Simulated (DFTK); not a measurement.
WC (Qusongite), 2 atoms in the cell. Symmetry: P-6m2, No. 187, hexagonal system. The conventional cell has a = 2.907 Å, b = 2.907 Å, c = 2.837 Å, α = 90.00°, β = 90.00°, γ = 120.00°. W (site symmetry -6m2) is surrounded by 6 C at 2.20 Å. C (site symmetry -6m2) has 6 W at 2.20 Å as nearest neighbours. 

- Program: DFTK 0.8.2
- Task: equation of state
- Functional: RPBE
- Potentials or basis: cp2k.nc.sr.pbe.v0_1.semicore.gth (PBE, GTH)
- Cutoff: 1578 eV
- k mesh: 6 × 6 × 6
- Occupations: fermi-dirac, width 0.05 eV
- Spin: no spin polarisation
- Valence electrons: C 4, W 14
- Volume scales: [0.94, 0.96, 0.98, 1.0, 1.02, 1.04, 1.06]
- SCF tolerance on the density: 1e-06

Potentials or basis: cp2k.nc.sr.pbe.v0_1.semicore.gth (PBE, GTH).

The run is started by

```console
$ julia --threads=1 run.jl  # save.jl only writes the numbers to a file and isn't shown; printed stress counts tension as positive; times include loading and compiling
```

Hardware: 1 thread of Intel(R) Xeon(R) Processor @ 2.50GHz (Skylake/Cascade Lake) (shared host).

How long does it take, and how much memory?

It took 21 min on 1 thread of Intel(R) Xeon(R) Processor @ 2.50GHz (Skylake/Cascade Lake) (shared host), peak memory 1.8 GiB. Counts: scf iterations 84, bands 14.
